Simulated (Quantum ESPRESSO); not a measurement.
# 2H-MoS2, 2 layers, AA' stacking, stepped through the field along the normal, part 3 of 4

What law, if any, do the results for 2H-MoS2, 2 layers, AA' stacking follow against the field along the normal?

Quantum ESPRESSO 7.5; plane-wave DFT, PBE, GBRV ultrasoft pseudopotentials.

So far. Step 2 (Relaxing cell and ions of the reference):  The last row is no step: it is a fresh SCF in the final cell with a new plane-wave basis, +0 meV from the row before.

### 5. Bands along a path, 0 V/Å

Bands along a path place the edges.

The input, m0.bands.in:

```
&control
  prefix = 'm0.bands'
  outdir = './out'
  pseudo_dir = './pseudo'
  calculation = 'bands'
  tefield = .true.
  dipfield = .true.
/
&system
  ibrav = 0
  nat = 6
  ntyp = 2
  ecutwfc = 40
  ecutrho = 200
  occupations = 'smearing'
  smearing = 'fd'
  degauss = 0.002
  edir = 3
  emaxpos = 0.97
  eopreg = 0.04
  eamp = 0.0
  nbnd = 32
/
&electrons
  conv_thr = 1e-07
  mixing_beta = 0.4
  electron_maxstep = 120
  mixing_mode = 'local-TF'
/
ATOMIC_SPECIES
  S   32.0600  s_pbe_v1.4.uspp.F.UPF
  Mo  95.9500  mo_pbe_v1.uspp.F.UPF
CELL_PARAMETERS angstrom
  3.15323070400000 0.00000000000000 0.00000000000000
  -1.57661535200000 2.73077789400000 0.00000000000000
  0.00000000000000 0.00000000000000 26.72519547600000
ATOMIC_POSITIONS crystal
  S   0.333333333300 0.666666666700 0.327074191300
  Mo  0.000000000000 0.000000000000 0.385679694200
  S   0.333333333300 0.666666666700 0.444247135500
  S   0.000000000000 0.000000000000 0.555752864500
  Mo  0.333333333300 0.666666666700 0.614320305800
  S   0.000000000000 0.000000000000 0.672925808700
K_POINTS crystal_b
4
  0.0000000000 0.0000000000 0.0000000000 10
  0.5000000000 0.0000000000 0.0000000000 10
  0.3333333333 0.3333333333 0.0000000000 10
  0.0000000000 0.0000000000 0.0000000000 1
```

The run is started by

```sh
$ cp -r out/m0.scf.save out/m0.bands.save
$ cp out/m0.scf.xml out/m0.bands.xml
$ OMP_NUM_THREADS=1 mpirun -n 4 pw.x -nk 4 -in m0.bands.in > m0.bands.out
```

The program printed:

```text
[banner, memory and clock lines left out]
Program PWSCF v.7.5 starts

          URL

     Presently no symmetry can be used with electric field

     Atomic positions and unit cell read from directory:
     ./out/m0.bands.save/

     G-vector sticks info

     bravais-lattice index     =            0
     lattice parameter (alat)  =       5.9587  a.u.
     unit-cell volume          =    1552.9577 (a.u.)^3
     number of atoms/cell      =            6
     number of atomic types    =            2
     number of electrons       =        52.00
     number of Kohn-Sham states=           32
     kinetic-energy cutoff     =      40.0000  Ry
     charge density cutoff     =     200.0000  Ry
     Exchange-correlation= SLA  PW   PBE  PBE
                           (   1   4   3   4   0   0   0)

     celldm(1)=   5.958742  celldm(2)=   0.000000  celldm(3)=   0.000000
     celldm(4)=   0.000000  celldm(5)=   0.000000  celldm(6)=   0.000000

     crystal axes: (cart. coord. in units of alat)
               a(1) = (   1.000000   0.000000   0.000000 )
               a(2) = (  -0.500000   0.866025   0.000000 )
               a(3) = (   0.000000   0.000000   8.475496 )

     reciprocal axes: (cart. coord. in units 2 pi/alat)
               b(1) = (  1.000000  0.577350 -0.000000 )
               b(2) = (  0.000000  1.154701  0.000000 )
               b(3) = (  0.000000 -0.000000  0.117987 )

     PseudoPot. # 1 for S  read from file:
     ./pseudo/s_pbe_v1.4.uspp.F.UPF
     Pseudo is Ultrasoft + core correction, Zval =  6.0
     Generated by new atomic code, or converted to UPF format
     Using radial grid of  907 points,  6 beta functions with:
                l(1) =   0
                l(2) =   0
                l(3) =   1
                l(4) =   1
                l(5) =   2
                l(6) =   2
     Q(r) pseudized with  8 coefficients,  rinner =    1.300   1.300   1.300
                                                       1.300   1.300

     PseudoPot. # 2 for Mo read from file:
     ./pseudo/mo_pbe_v1.uspp.F.UPF
     Pseudo is Ultrasoft + core correction, Zval = 14.0
     Generated by new atomic code, or converted to UPF format
     Using radial grid of  889 points,  6 beta functions with:
                l(1) =   0
                l(2) =   0
                l(3) =   1
                l(4) =   1
                l(5) =   2
                l(6) =   2
     Q(r) pseudized with  6 coefficients,  rinner =    1.000   1.000   1.000
                                                       1.000   1.000

     atomic species   valence    mass     pseudopotential
     S                 6.00    32.06000     S ( 1.00)
     Mo               14.00    95.95000     Mo( 1.00)

     No symmetry found

   Cartesian axes

     site n.     atom                  positions (alat units)
         1        S      tau(   1) = (  -0.0000000   0.5773503   2.7721161  )
         2        Mo     tau(   2) = (   0.0000000   0.0000000   3.2688269  )
         3        S      tau(   3) = (  -0.0000000   0.5773503   3.7652150  )
         4        S      tau(   4) = (   0.0000000   0.0000000   4.7102814  )
         5        Mo     tau(   5) = (  -0.0000000   0.5773503   5.2066695  )
         6        S      tau(   6) = (   0.0000000   0.0000000   5.7033803  )

     number of k points=    31  Fermi-Dirac smearing, width (Ry)=  0.0020
                       cart. coord. in units 2pi/alat
        k(    1) = (   0.0000000   0.0000000   0.0000000), wk =   0.0645161
        k(    2) = (   0.0500000   0.0288675   0.0000000), wk =   0.0645161
        k(    3) = (   0.1000000   0.0577350   0.0000000), wk =   0.0645161
        k(    4) = (   0.1500000   0.0866025   0.0000000), wk =   0.0645161
        k(    5) = (   0.2000000   0.1154701   0.0000000), wk =   0.0645161
        k(    6) = (   0.2500000   0.1443376   0.0000000), wk =   0.0645161
        k(    7) = (   0.3000000   0.1732051   0.0000000), wk =   0.0645161
        k(    8) = (   0.3500000   0.2020726   0.0000000), wk =   0.0645161
        k(    9) = (   0.4000000   0.2309401   0.0000000), wk =   0.0645161
        k(   10) = (   0.4500000   0.2598076   0.0000000), wk =   0.0645161
        k(   11) = (   0.5000000   0.2886751   0.0000000), wk =   0.0645161
        k(   12) = (   0.4833333   0.3175426   0.0000000), wk =   0.0645161
        k(   13) = (   0.4666667   0.3464102   0.0000000), wk =   0.0645161
        k(   14) = (   0.4500000   0.3752777   0.0000000), wk =   0.0645161
        k(   15) = (   0.4333333   0.4041452   0.0000000), wk =   0.0645161
        k(   16) = (   0.4166667   0.4330127   0.0000000), wk =   0.0645161
        k(   17) = (   0.4000000   0.4618802   0.0000000), wk =   0.0645161
        k(   18) = (   0.3833333   0.4907477   0.0000000), wk =   0.0645161
        k(   19) = (   0.3666667   0.5196152   0.0000000), wk =   0.0645161
        k(   20) = (   0.3500000   0.5484828   0.0000000), wk =   0.0645161
        k(   21) = (   0.3333333   0.5773503   0.0000000), wk =   0.0645161
        k(   22) = (   0.3000000   0.5196152   0.0000000), wk =   0.0645161
        k(   23) = (   0.2666667   0.4618802   0.0000000), wk =   0.0645161
        k(   24) = (   0.2333333   0.4041452   0.0000000), wk =   0.0645161
        k(   25) = (   0.2000000   0.3464102   0.0000000), wk =   0.0645161
        k(   26) = (   0.1666667   0.2886751   0.0000000), wk =   0.0645161
        k(   27) = (   0.1333333   0.2309401   0.0000000), wk =   0.0645161
        k(   28) = (   0.1000000   0.1732051   0.0000000), wk =   0.0645161
        k(   29) = (   0.0666667   0.1154701   0.0000000), wk =   0.0645161
        k(   30) = (   0.0333333   0.0577350   0.0000000), wk =   0.0645161
        k(   31) = (   0.0000000   0.0000000   0.0000000), wk =   0.0645161

     Dense  grid:    74369 G-vectors     FFT dimensions: (  27,  27, 240)

     Smooth grid:    52829 G-vectors     FFT dimensions: (  24,  24, 216)

     The potential is recalculated from file :
     ./out/m0.bands.save/charge-density

     negative rho (up, down):  3.443E-03 0.000E+00

     Adding external electric field

     Computed dipole along edir(3) :
        Dipole               -0.0000 Ry au,         -0.0000 Debye
        Dipole field         -0.0000 Ry au,

        Potential amp.        0.0000 Ry
        Total length         48.4832 bohr

     Starting wfcs are   42 randomized atomic wfcs

     Band Structure Calculation
     Davidson diagonalization with overlap
     c_bands:  4 eigenvalues not converged

     ethr =  1.92E-10,  avg # of iterations = 55.6

     End of band structure calculation

          k = 0.0000 0.0000 0.0000 (  6467 PWs)   bands (ev):

[...]
k = 0.4500 0.2598 0.0000 (  6642 PWs)   bands (ev):

   -59.1817 -59.1816 -33.5338 -33.5337 -33.2942 -33.2941 -33.2283 -33.2282
   -10.7113 -10.6287 -10.5007 -10.4452  -4.2679  -4.0934  -3.3187  -3.1571
    -2.6061  -2.2712  -1.5270  -1.4824  -0.3817  -0.2146   0.6242   0.7295
     0.8567   0.9597   3.9470   3.9799   4.3299   4.5054   5.3110   5.7724

          k = 0.5000 0.2887 0.0000 (  6632 PWs)   bands (ev):

   -59.1807 -59.1806 -33.5434 -33.5433 -33.2922 -33.2920 -33.2306 -33.2304
   -10.6424 -10.5694 -10.4705 -10.4287  -4.3302  -4.1558  -3.3748  -3.2216
    -2.6400  -2.3067  -1.5572  -1.5124  -0.3925  -0.2481   0.6562   0.7667
     0.9433   1.0050   3.9694   3.9946   4.4168   4.5613   5.3413   5.7994

          k = 0.4833 0.3175 0.0000 (  6642 PWs)   bands (ev):

   -59.1806 -59.1805 -33.5421 -33.5419 -33.2919 -33.2918 -33.2334 -33.2333
   -10.6364 -10.5638 -10.4666 -10.4253  -4.3134  -4.1395  -3.3800  -3.2370
    -2.6365  -2.3038  -1.5534  -1.5273  -0.3924  -0.2379   0.5282   0.6353
     1.0107   1.0820   3.9805   3.9917   4.4196   4.5694   5.3675   5.7980

          k = 0.4667 0.3464 0.0000 (  6662 PWs)   bands (ev):

   -59.1803 -59.1801 -33.5379 -33.5378 -33.2913 -33.2912 -33.2418 -33.2417
   -10.6186 -10.5474 -10.4550 -10.4152  -4.2633  -4.0910  -3.3968  -3.2823
    -2.6258  -2.2947  -1.5646  -1.5411  -0.3940  -0.2134   0.2667   0.3809
     1.1007   1.1808   3.9804   4.0035   4.4343   4.5946   5.4411   5.6358

          k = 0.4500 0.3753 0.0000 (  6652 PWs)   bands (ev):

   -59.1797 -59.1796 -33.5312 -33.5310 -33.2902 -33.2901 -33.2553 -33.2551
   -10.5903 -10.5214 -10.4367 -10.3992  -4.1810  -4.0119  -3.4283  -3.3544
    -2.6077  -2.2793  -1.6068  -1.5186  -0.4036  -0.1904  -0.0549   0.0715
     1.1682   1.2565   3.9541   4.0103   4.4787   4.6392   5.4048   5.5347

          k = 0.4333 0.4041 0.0000 (  6670 PWs)   bands (ev):

   -59.1790 -59.1789 -33.5219 -33.5218 -33.2889 -33.2888 -33.2732 -33.2731
   -10.5532 -10.4877 -10.4127 -10.3787  -4.0684  -3.9043  -3.4769  -3.4470
    -2.5813  -2.2587  -1.6364  -1.4856  -0.4751  -0.3617  -0.2980  -0.1571
     1.2215   1.3166   3.9059   3.9751   4.5660   4.7045   5.1615   5.4969

          k = 0.4167 0.4330 0.0000 (  6678 PWs)   bands (ev):

   -59.1783 -59.1781 -33.5103 -33.5102 -33.2946 -33.2944 -33.2874 -33.2872
   -10.5097 -10.4488 -10.3850 -10.3556  -3.9289  -3.7719  -3.5501  -3.5418
    -2.5460  -2.2362  -1.6428  -1.4473  -0.8127  -0.6579  -0.4285  -0.1744
     1.2742   1.3732   3.8326   3.8959   4.6772   4.7880   4.9475   5.3386

          k = 0.4000 0.4619 0.0000 (  6684 PWs)   bands (ev):

   -59.1774 -59.1773 -33.4967 -33.4966 -33.3183 -33.3182 -33.2858 -33.2856
   -10.4631 -10.4082 -10.3556 -10.3321  -3.7768  -3.6421  -3.6267  -3.6097
    -2.5028  -2.2185  -1.6255  -1.4352  -1.1503  -1.0237  -0.4727  -0.2105
     1.3358   1.4353   3.7369   3.7857   4.6761   4.8830   4.8984   5.1920

          k = 0.3833 0.4907 0.0000 (  6688 PWs)   bands (ev):

   -59.1767 -59.1765 -33.4815 -33.4813 -33.3430 -33.3429 -33.2843 -33.2841
   -10.4170 -10.3701 -10.3272 -10.3105  -3.7743  -3.6946  -3.5548  -3.4519
    -2.4561  -2.2212  -1.6180  -1.6082  -1.3467  -1.2669  -0.5208  -0.2718
     1.4091   1.5063   3.6277   3.6606   4.5476   4.9703   5.0194   5.0918

          k = 0.3667 0.5196 0.0000 (  6704 PWs)   bands (ev):

   -59.1760 -59.1759 -33.4654 -33.4653 -33.3670 -33.3669 -33.2830 -33.2829
   -10.3754 -10.3393 -10.3028 -10.2932  -3.8471  -3.7608  -3.3602  -3.2837
    -2.4169  -2.2888  -1.8589  -1.7503  -1.4437  -1.2539  -0.5593  -0.3533
     1.4870   1.5810   3.5207   3.5402   4.4476   4.9691   5.1131   5.1375

          k = 0.3500 0.5485 0.0000 (  6714 PWs)   bands (ev):

   -59.1756 -59.1755 -33.4504 -33.4503 -33.3874 -33.3873 -33.2821 -33.2820
   -10.3426 -10.3219 -10.2855 -10.2818  -3.8979  -3.8066  -3.1684  -3.1376
    -2.4582  -2.4097  -1.9661  -1.9396  -1.3825  -1.2595  -0.5654  -0.4435
     1.5517   1.6435   3.4390   3.4482   4.3908   4.9359   5.1842   5.2147

          k = 0.3333 0.5774 0.0000 (  6702 PWs)   bands (ev):

   -59.1754 -59.1753 -33.4430 -33.4429 -33.3968 -33.3967 -33.2818 -33.2817
   -10.3230 -10.3229 -10.2783 -10.2782  -3.9162  -3.8234  -3.0687  -3.0686
    -2.5726  -2.4294  -1.9931  -1.9930  -1.3079  -1.3079  -0.5234  -0.5234
     1.5784   1.6697   3.4098   3.4100   4.3737   4.9254   5.2284   5.2285

          k = 0.3000 0.5196 0.0000 (  6712 PWs)   bands (ev):

   -59.1762 -59.1761 -33.4600 -33.4599 -33.3705 -33.3704 -33.2833 -33.2832
   -10.3906 -10.3476 -10.3089 -10.2944  -3.8369  -3.7473  -3.3383  -3.2513
    -2.2815  -2.2325  -2.0066  -1.8266  -1.4837  -1.2502  -0.5364  -0.3256
     1.4641   1.5519   3.5202   3.5627   4.4188   4.9386   5.0438   5.1695

          k = 0.2667 0.4619 0.0000 (  6678 PWs)   bands (ev):

   -59.1787 -59.1786 -33.4711 -33.4710 -33.3293 -33.3292 -33.2883 -33.2882
   -10.5588 -10.4845 -10.3963 -10.3485  -3.6362  -3.5390  -3.5128  -3.4565
    -2.1021  -2.0844  -1.7570  -1.5749  -1.5230  -1.3060  -0.3041  -0.0652
     1.2153   1.2845   3.6892   3.8694   4.4638   4.7292   4.7689   5.0495

          k = 0.2333 0.4041 0.0000 (  6660 PWs)   bands (ev):

   -59.1832 -59.1830 -33.4603 -33.4602 -33.2971 -33.2969 -33.2878 -33.2877
   -10.8269 -10.7261 -10.5288 -10.4434  -3.6690  -3.5049  -3.1810  -3.1156
    -2.1812  -2.0372  -1.7968  -1.4825  -1.1106  -1.0213   0.0229   0.1901
     0.9919   1.0292   3.6177   4.0457   4.3735   4.4228   4.5642   4.9722

          k = 0.2000 0.3464 0.0000 (  6646 PWs)   bands (ev):

   -59.1893 -59.1892 -33.4269 -33.4268 -33.3091 -33.3090 -33.2493 -33.2491
   -11.1663 -11.0442 -10.6891 -10.5670  -3.6154  -3.3936  -2.6866  -2.6055
    -2.2573  -2.0739  -1.8517  -1.4943  -0.6295  -0.6182   0.3488   0.3985
     0.8584   0.8642   3.4103   3.8670   4.2361   4.3238   4.4295   4.8284

          k = 0.1667 0.2887 0.0000 (  6626 PWs)   bands (ev):

   -59.1966 -59.1965 -33.3746 -33.3744 -33.3235 -33.3233 -33.2153 -33.2152
   -11.5346 -11.3974 -10.8589 -10.7031  -3.5731  -3.2247  -2.3462  -2.2061
    -2.1123  -1.9703  -1.7134  -1.3978  -0.3205  -0.3177   0.5323   0.6252
     0.8252   0.8368   3.3556   3.7616   4.1062   4.2501   4.2716   4.6611

          k = 0.1333 0.2309 0.0000 (  6598 PWs)   bands (ev):

   -59.2044 -59.2042 -33.3387 -33.3386 -33.3108 -33.3107 -33.1870 -33.1868
   -11.8908 -11.7441 -11.0215 -10.8365  -3.6872  -3.1986  -2.1309  -2.0968
    -1.8387  -1.4740  -1.2222  -1.0911  -0.3261  -0.3109   0.5729   0.8067
     0.9962   1.0493   3.5081   3.8647   4.0874   4.1528   4.2043   4.5079

          k = 0.1000 0.1732 0.0000 (  6606 PWs)   bands (ev):

   -59.2117 -59.2116 -33.3531 -33.3529 -33.2453 -33.2452 -33.1648 -33.1647
   -12.2013 -12.0492 -11.1627 -10.9541  -3.9206  -3.3767  -1.7728  -1.7698
    -1.5534  -1.0667  -0.6615  -0.6028  -0.5262  -0.5157   0.5268   0.8681
     1.2102   1.4522   3.8034   4.0446   4.1311   4.2274   4.3072   4.4082

          k = 0.0667 0.1155 0.0000 (  6566 PWs)   bands (ev):

   -59.2177 -59.2175 -33.3648 -33.3647 -33.1886 -33.1884 -33.1490 -33.1489
   -12.4409 -12.2861 -11.2716 -11.0457  -4.1559  -3.5984  -1.3818  -1.3733
    -1.2239  -0.7503  -0.7401  -0.6437  -0.2029  -0.1684   0.4151   0.8029
     1.3346   1.8146   4.1910   4.2344   4.2406   4.4026   4.4351   4.5258

          k = 0.0333 0.0577 0.0000 (  6540 PWs)   bands (ev):

   -59.2216 -59.2215 -33.3725 -33.3724 -33.1501 -33.1499 -33.1396 -33.1395
   -12.5919 -12.4359 -11.3402 -11.1037  -4.3205  -3.7601  -1.0730  -1.0649
    -0.9141  -0.9013  -0.8939  -0.1952   0.0718   0.0992   0.2697   0.5975
     1.3737   2.0324   4.3890   4.3931   4.5241   4.5529   4.5687   4.5870

          k = 0.0000 0.0000 0.0000 (  6467 PWs)   bands (ev):

   -59.2230 -59.2228 -33.3752 -33.3751 -33.1364 -33.1364 -33.1363 -33.1363
   -12.6434 -12.4871 -11.3636 -11.1235  -4.3789  -3.8182  -0.9551  -0.9551
    -0.9477  -0.9477  -0.7673   0.1607   0.1607   0.1865   0.1865   0.3286
     1.3789   2.0987   4.4518   4.4518   4.4721   4.4721   4.6618   4.6618

     XML data file, pseudopotentials, collected wavefunctions

                                        0.00s GPU  (     543 calls)
```

Wall time 45 s (4 MPI ranks of Arm Neoverse V1, shared host); peak memory 0.4 GiB; 3 min of CPU time.

Band numbers count within the set of bands kept for display. The electronic bands at the labelled points (eV, zero at the highest filled level of the SCF mesh; v1 is the highest filled band, c1 the lowest empty one):

| point | v4 | v3 | v2 | v1 | c1 | c2 | c3 | c4 |
| --- | --- | --- | --- | --- | --- | --- | --- | --- |
| Γ | -1.91 | -1.77 | -0.72 | 0.00 | 2.35 | 2.35 | 2.37 | 2.37 |
| halfway | -1.99 | -1.64 | -1.25 | -1.18 | 1.56 | 1.88 | 1.95 | 2.00 |
| M | -1.44 | -1.33 | -1.16 | -1.09 | 1.87 | 1.90 | 2.32 | 2.46 |
| halfway | -2.53 | -2.27 | -0.82 | -0.73 | 1.73 | 1.80 | 2.58 | 2.69 |
| K | -2.62 | -2.62 | -0.52 | -0.43 | 1.31 | 1.31 | 2.28 | 2.83 |
| halfway | -1.57 | -1.47 | -1.27 | -1.26 | 1.26 | 1.66 | 2.01 | 2.15 |
| Γ | -1.91 | -1.77 | -0.72 | 0.00 | 2.35 | 2.35 | 2.37 | 2.37 |

Along this path the valence top lies at Γ and the conduction bottom between K and Γ.

### 6. Ground state, 0.05 V/Å

The input, m1.scf.in:

```
&control
  prefix = 'm1.scf'
  outdir = './out'
  pseudo_dir = './pseudo'
  calculation = 'scf'
  tprnfor = .true.
  tefield = .true.
  dipfield = .true.
/
&system
  ibrav = 0
  nat = 6
  ntyp = 2
  ecutwfc = 40
  ecutrho = 200
  occupations = 'smearing'
  smearing = 'fd'
  degauss = 0.002
  edir = 3
  emaxpos = 0.97
  eopreg = 0.04
  eamp = 0.00097235
  nbnd = 32
/
&electrons
  conv_thr = 1e-09
  mixing_beta = 0.4
  electron_maxstep = 120
  mixing_mode = 'plain'
  startingpot = 'file'
/
ATOMIC_SPECIES
  S   32.0600  s_pbe_v1.4.uspp.F.UPF
  Mo  95.9500  mo_pbe_v1.uspp.F.UPF
CELL_PARAMETERS angstrom
  3.15323070400000 0.00000000000000 0.00000000000000
  -1.57661535200000 2.73077789400000 0.00000000000000
  0.00000000000000 0.00000000000000 26.72519547600000
ATOMIC_POSITIONS crystal
  S   0.333333333300 0.666666666700 0.327074191300
  Mo  0.000000000000 0.000000000000 0.385679694200
  S   0.333333333300 0.666666666700 0.444247135500
  S   0.000000000000 0.000000000000 0.555752864500
  Mo  0.333333333300 0.666666666700 0.614320305800
  S   0.000000000000 0.000000000000 0.672925808700
K_POINTS automatic
  12 12 1 0 0 0
```

The run is started by

```sh
$ cp -r out/m0.scf.save out/m1.scf.save
$ OMP_NUM_THREADS=1 mpirun -n 4 pw.x -nk 4 -in m1.scf.in > m1.scf.out
```

The program printed:

```text
[banner, memory and clock lines left out]
Program PWSCF v.7.5 starts
[...]
number of electrons       =        52.00
     number of Kohn-Sham states=           32
     kinetic-energy cutoff     =      40.0000  Ry
     charge density cutoff     =     200.0000  Ry
[...]
number of k points=    74  Fermi-Dirac smearing, width (Ry)=  0.0020
[...]
Dense  grid:    74369 G-vectors     FFT dimensions: (  27,  27, 240)
[...]
The initial density is read from file :
[...]
negative rho (up, down):  3.443E-03 0.000E+00
[...]
Starting wfcs are   42 randomized atomic wfcs
[...]
negative rho (up, down):  3.443E-03 0.000E+00
[...]
estimated scf accuracy    <       0.00467828 Ry
[...]
negative rho (up, down):  3.444E-03 0.000E+00
[...]
estimated scf accuracy    <       0.06062324 Ry
[...]
negative rho (up, down):  3.443E-03 0.000E+00
[...]
estimated scf accuracy    <       0.00005188 Ry
[...]
negative rho (up, down):  3.443E-03 0.000E+00
[...]
estimated scf accuracy    <       0.00001155 Ry
[...]
negative rho (up, down):  3.443E-03 0.000E+00
[...]
estimated scf accuracy    <       0.00000506 Ry
[...]
negative rho (up, down):  3.443E-03 0.000E+00
[...]
estimated scf accuracy    <       0.00000119 Ry
[...]
negative rho (up, down):  3.443E-03 0.000E+00
[...]
estimated scf accuracy    <       0.00000024 Ry
[...]
negative rho (up, down):  3.443E-03 0.000E+00
[...]
estimated scf accuracy    <       0.00000003 Ry
[...]
negative rho (up, down):  3.443E-03 0.000E+00
[...]
estimated scf accuracy    <          5.0E-09 Ry
[...]
negative rho (up, down):  3.443E-03 0.000E+00
[...]
Computed dipole along edir(3) :
        Dipole                0.0464 Ry au,          0.1181 Debye
        Dipole field          0.0004 Ry au,
        E field amplitude [Ha a.u.]:  9.7235E-04
        Potential amp.        0.0578 Ry
        Total length         48.4832 bohr
[...]
the Fermi energy is     2.7502 ev
!    total energy              =    -375.45845930 Ry
     estimated scf accuracy    <          3.5E-10 Ry
     smearing contrib. (-TS)   =      -0.00000000 Ry
     internal energy E=F+TS    =    -375.45845930 Ry
[...]
one-electron contribution =   -3237.96572617 Ry
     hartree contribution      =    1624.76637267 Ry
     xc contribution           =     -72.64553204 Ry
     ewald contribution        =    1310.38649911 Ry
     electric field correction =      -0.00007287 Ry
     convergence has been achieved in  10 iterations
     negative rho (up, down):  3.443E-03 0.000E+00
[...]
Total force =     0.007262     Total SCF correction =     0.000083
[...]
```

It took 1.9 min on 4 MPI ranks; peak memory 0.79 GiB; 7.4 min of CPU time.

Read from the output:

```
free energy                          : -5108.3726 eV
Fermi energy                         : 2.750 eV
dipole along the normal              : 0.02459 e·Å
valence top, on the run's zero       : 2.107 eV
conduction bottom, on the run's zero : 3.363 eV
gap by band count                    : 1.255 eV
```

(Continued in part 4 of 4.)

[Logs are printed without paths, hosts, clocks, repeated set-up lines and the standing remarks that a program may print on its own settings, such as how far it seeks lower states.]

[Hosts, paths, dates, database ids (printed as entryN), source tags and the programs' standing remarks are cut or masked in the printed files.]

[Maps of the electrostatic potential energy from Ansatz leave out the sawtooth potential of an applied field or a dipole correction, so their vacuum need not be flat; planar profiles and work functions include it.]
